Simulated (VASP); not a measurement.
# Ge (Cmmm) in VASP: a series of runs

One crystal, Ge, is run at these levels: PBE; tasks: single point.

Program: VASP 6.6.1. These are calculated values, not measurements. Logs are shortened: lines on timing, memory, paths and dates and some standing lists are left out, and cuts for length are marked.

### 1 The structure

The structure is orthorhombic, space group Cmmm (No. 65). The conventional cell has a = 2.794 Å, b = 5.201 Å, c = 2.698 Å, α = 90.00°, β = 90.00°, γ = 90.00°. Ge (site symmetry mmm) is surrounded by 8 Ge at 2.70 to 2.95 Å.

This isn't the form of Ge at room conditions, which is diamond.

### 2 Single point, PBE

INCAR

```
PREC = Accurate ; ENCUT = 400
EDIFF = 1E-7 ; ISMEAR = 0
SIGMA = 0.05 ; LREAL = F
LASPH = T ; NELM = 100
ALGO = Normal ; ISIF = 2
LWAVE = F ; LCHARG = F
GGA = PE ; NBANDS = 13
ADDGRID = F
```

KPOINTS

```
Automatic mesh
0
Gamma
  8 8 7
```

POSCAR

```
Ge
1.0
    1.3971490000     -2.6005160000      0.0000000000
    1.3971490000      2.6005160000      0.0000000000
    0.0000000000      0.0000000000      2.6982310000
Ge
1
Direct
    0.5000000000      0.5000000000      0.0000000000
```

Potentials or basis: VASP PAW PBE potentials, release 64 (Ge_d).

Run with:

```bash
cat potpaw_PBE.64/Ge_d/POTCAR > POTCAR
mpirun -np 1 vasp_std > vasp.out
```

OUTCAR:

```text
PREC = Accurate
   ENCUT = 400
   EDIFF = 1E-7
   ISMEAR = 0
   LREAL = F
   LASPH = T
   NELM = 100
   ISIF = 2
   GGA = PE

 Found     84 irreducible k-points:

 Following reciprocal coordinates:
            Coordinates               Weight
  0.000000  0.000000  0.000000      1.000000
  0.125000 -0.000000  0.000000      4.000000
  0.250000 -0.000000  0.000000      4.000000
  0.375000 -0.000000  0.000000      4.000000
  0.500000 -0.000000  0.000000      2.000000
  0.125000  0.125000  0.000000      2.000000
   k-points           NKPTS =     84   k-points in BZ     NKDIM =     84   number of bands    NBANDS=     13
   number of dos      NEDOS =    301   number of ions     NIONS =      1
   total plane-waves  NPLWV =   7200
   dimension x,y,z NGX =    20 NGY =   20 NGZ =   18
   dimension x,y,z NGXF=    40 NGYF=   40 NGZF=   36
   ions per type =               1
   NGX,Y,Z   is equivalent  to a cutoff of  11.26, 11.26, 11.09 a.u.
   NGXF,Y,Z  is equivalent  to a cutoff of  22.53, 22.53, 22.18 a.u.
 SYSTEM =  unknown system
   PREC   = accura    normal or accurate (medium, high low for compatibility)
   ISTART =      0    job   : 0-new  1-cont  2-samecut
   ICHARG =      2    charge: 1-file 2-atom 10-const
   ISPIN  =      1    spin polarized calculation?
   LNONCOLLINEAR =      F non collinear calculations
   LSORBIT =      F    spin-orbit coupling
   LASPH  =      T    aspherical Exc in radial PAW
   ENCUT  =  400.0 eV  29.40 Ry    5.42 a.u.   4.81  4.81  4.40*2*pi/ulx,y,z
   NELM   =    100;   NELMIN=  2; NELMDL= -5     # of ELM steps
   EDIFF  = 0.1E-06   stopping-criterion for ELM
   LREAL  =      F    real-space projection
   EDIFFG = 0.1E-05   stopping-criterion for IOM
   NSW    =      0    number of steps for IOM
   IBRION =     -1    ionic relax: 0-MD 1-quasi-New 2-CG
   NFREE  =      0    steps in history (QN), initial steepest desc. (CG)
   ISIF   =      2    stress and relaxation
   ISYM   =      2    0-nonsym 1-usesym 2-fastsym
   POTIM  = 0.5000    time-step for ionic-motion
   TEBEG  =    0.0;   TEEND  =   0.0 temperature during run
   PSTRESS=    0.0 pullay stress
   NELECT =      14.0000    total number of electrons
   NUPDOWN=      -1.0000    fix difference up-down
   EMIN   =  10.00;   EMAX   =-10.00  energy-range for DOS
   EFERMI =   0.00;   METHOD = LEGACY
   ISMEAR =     0;   SIGMA  =   0.05  broadening in eV -4-tet -1-fermi 0-gaus
   EFERMI_NEDOS =   21; number of points for ismear=-14 and -15
   IALGO  =     38    algorithm
   IMIX   =      4    mixing-type and parameters
     AMIX     =   0.40;   BMIX     =  1.00
     AMIX_MAG =   1.60;   BMIX_MAG =  1.00
  volume/ion in A,a.u.               =      19.61       132.31
  Fermi-wavevector in a.u.,A,eV,Ry     =   1.463234  2.765111 29.130796  2.141053
  Thomas-Fermi vector in A             =   2.579353
   LORBIT       =      0    0 simple, 1 ext, 2 COOP (PROOUT), +10 PAW based schemes
   GGA     = PE    functional components
   LHFCALC =     F    Hartree Fock is set to
   AEXX    =    0.0000 exact exchange contribution
   IVDW    =     0    specifies the selected vdW correction
   LEPSILON=     F    determine dielectric tensor
   LRPA    =     F    only Hartree local field effects (RPA)
 non-spin polarized calculation
 Gauss-broadening in eV      SIGMA  =   0.05
  energy-cutoff  :      400.00
  volume of cell :       19.61
 maximum number of plane-waves:       368
   NGX =  9   NGY =  9   NGZ =  9

 number of electron      14.0000029 magnetization

 Free energy of the ion-electron system (eV)
  ---------------------------------------------------
  ext. energy  EPLUGINS =         0.00000000
  ---------------------------------------------------
  free energy    TOTEN  =        -4.25785109 eV

  energy without entropy =       -4.25649047  energy(sigma->0) =       -4.25717078

 E-fermi :   5.9555     XC(G=0): -11.0421

 val. band max:        5.9222032185   @ k =  -0.3750   0.1250   0.1429
 cond. band min:       5.9635474266   @ k =   0.2500  -0.0000   0.2857
 fundamental gap:      0.0413442081
 Fermi energy:         5.9554862320

 k-point     1 :       0.0000    0.0000    0.0000
  band No.  band energies     occupation
      1     -18.5339      2.00000
      2     -18.4750      2.00000
      3     -18.4247      2.00000
      4     -18.3198      2.00000
      5     -18.3043      2.00000
      6      -6.6514      2.00000
      7      12.8745      0.00000
      8      13.3493      0.00000
      9      14.8502      0.00000
     10      16.3712      0.00000
     11      18.7080      0.00000
     12      21.0813      0.00000
     13      21.2226      0.00000

 k-point     2 :       0.1250   -0.0000    0.0000
  band No.  band energies     occupation
      1     -18.5230      2.00000
      2     -18.4605      2.00000
      3     -18.4253      2.00000
      4     -18.3222      2.00000
      5     -18.3116      2.00000
      6      -6.2724      2.00000
      7      11.5703      0.00000
      8      12.6768      0.00000
      9      13.2413      0.00000
     10      16.8593      0.00000
     11      17.9309      0.00000
     12      20.6008      0.00000
     13      23.2922      0.00000

 k-point     3 :       0.2500   -0.0000    0.0000
  band No.  band energies     occupation
      1     -18.5062      2.00000
      2     -18.4462      2.00000
      3     -18.3970      2.00000
      4     -18.3345      2.00000
      5     -18.3221      2.00000
      6      -5.1396      2.00000
      7       7.3252      0.00000
      8      11.0615      0.00000
      9      14.2927      0.00000
     10      15.2790      0.00000
     11      18.5585      0.00000
     12      23.8977      0.00000
     13      27.0797      0.00000

 k-point     4 :       0.3750   -0.0000    0.0000
  band No.  band energies     occupation
      1     -18.5061      2.00000
      2     -18.4357      2.00000
      3     -18.3522      2.00000
      4     -18.3489      2.00000
      5     -18.3270      2.00000
      6      -3.3047      2.00000
      7       3.3657      2.00000
      8      10.0194      0.00000
      9      14.0775      0.00000
     10      15.7912      0.00000
     11      20.2945      0.00000
     12      24.6689      0.00000
     13      25.5430      0.00000

 k-point     5 :       0.5000   -0.0000    0.0000
  band No.  band energies     occupation
      1     -18.5098      2.00000
      2     -18.4288      2.00000
      3     -18.3599      2.00000
      4     -18.3287      2.00000
      5     -18.3278      2.00000
      6      -1.5939      2.00000
      7       0.9249      2.00000
      8       9.6581      0.00000
      9      13.6801      0.00000
     10      16.7439      0.00000
     11      22.6708      0.00000
     12      22.7550      0.00000
     13      23.0274      0.00000

 k-point     6 :       0.1250    0.1250    0.0000
  band No.  band energies     occupation
      1     -18.5072      2.00000
      2     -18.4428      2.00000
      3     -18.4128      2.00000
      4     -18.3289      2.00000
      5     -18.3231      2.00000
      6      -5.4715      2.00000
      7       8.7105      0.00000
      8      10.9125      0.00000
      9      13.9974      0.00000
     10      17.3602      0.00000
     11      17.7875      0.00000
     12      19.8653      0.00000
     13      28.2836      0.00000

 [... further k-points ...]

------------------------ aborting loop because EDIFF is reached ----------------------------------------

  FORCE on cell =-STRESS in cart. coord.  units (eV):
  Direction    XX          YY          ZZ          XY          YZ          ZX
  --------------------------------------------------------------------------------------
  -------------------------------------------------------------------------------------
  Total        0.0855664     -0.4479447     -0.0497511      0.0000000      0.0000000      0.0000000
  in kB        6.9920165    -36.6035821     -4.0653878      0.0000000      0.0000000      0.0000000
  external PRESSURE =     -11.2256511 kB  Pullay stress =       0.0000000 kB

 VOLUME and BASIS-vectors are now :
 -----------------------------------------------------------------------------
  energy-cutoff  :      400.00
  volume of cell :       19.61
      direct lattice vectors                 reciprocal lattice vectors
     1.397149000 -2.600516000  0.000000000     0.357871637 -0.192269534  0.000000000
     1.397149000  2.600516000  0.000000000     0.357871637  0.192269534  0.000000000
     0.000000000  0.000000000  2.698231000     0.000000000  0.000000000  0.370613191

 POSITION                                       TOTAL-FORCE (eV/Angst)
 -----------------------------------------------------------------------------------
      1.39715      0.00000      0.00000         0.000000      0.000000      0.000000
 -----------------------------------------------------------------------------------
    total drift:                               -0.000000      0.000000     -0.000000

  FREE ENERGIE OF THE ION-ELECTRON SYSTEM (eV)
  ---------------------------------------------------
  free  energy   TOTEN  =        -4.2578510901 eV

  energy  without entropy=       -4.2564904744  energy(sigma->0) =       -4.25717078
```

It took 5.1 s on 1 thread of Intel Xeon 6975P-C (Granite Rapids), shared host; peak memory 0.12 GiB.

The run converged, but some of its settings lie outside the range that counts as converged, so its numbers aren't taken as properties of the crystal.

What came out:

```
Free energy            : -4.2579 eV
Pressure               : -1.1 GPa
Band gap on the k mesh : none (metal or under the smearing width)
```

### 3 Single point, PBE

This run uses another cell than the first one, of the same volume but with other edges.

INCAR is that of step 2.

KPOINTS is that of step 2.

POSCAR

```
Ge
1.0
    1.4161900000     -2.6475770000      0.0134350000
    1.3961930000      2.6368340000      0.0183540000
    0.0306960000      0.0025520000      2.6389690000
Ge
1
Direct
    0.4852650000      0.4800630000      0.0156560000
```

Potentials or basis: VASP PAW PBE potentials, release 64 (Ge_d).

Run with:

```bash
cat potpaw_PBE.64/Ge_d/POTCAR > POTCAR
mpirun -np 1 vasp_std > vasp.out
```

It took 12 s on 1 thread of Intel Xeon 6975P-C (Granite Rapids), shared host; peak memory 0.14 GiB.

The run converged, but some of its settings lie outside the range that counts as converged, so its numbers aren't taken as properties of the crystal.

Results:

| Item | Value |
| --- | --- |
| Free energy | -4.2462 eV |
| Pressure | -0.4 GPa |
| Band gap on the k mesh | none (metal or under the smearing width) |

### 4 Single point, PBE

INCAR: that of step 3 with these lines changed.

```diff
@@ -1,2 +1,2 @@
-PREC = Accurate ; ENCUT = 400
+PREC = Accurate ; ENCUT = 450
 EDIFF = 1E-7 ; ISMEAR = 0
```

KPOINTS is that of step 3.

POSCAR

```
Ge
1.0
    1.3971490000     -2.6005160000      0.0000000000
    1.3971490000      2.6005160000      0.0000000000
    0.0000000000      0.0000000000      2.6982310000
Ge
1
Direct
    0.5000000000      0.5000000000      0.0000000000
```

Run with:

```bash
cat potpaw_PBE.64/Ge_d/POTCAR > POTCAR
mpirun -np 1 vasp_std > vasp.out
```

Run time: 5.6 s. Hardware: 1 thread of Intel Xeon 6975P-C (Granite Rapids), shared host; peak memory 0.13 GiB.

These settings aren't checked as converged: the numbers below hold their error.

Results:

- Free energy: -4.2577 eV
- Pressure: -1.1 GPa
- Band gap on the k mesh: none (metal or under the smearing width)
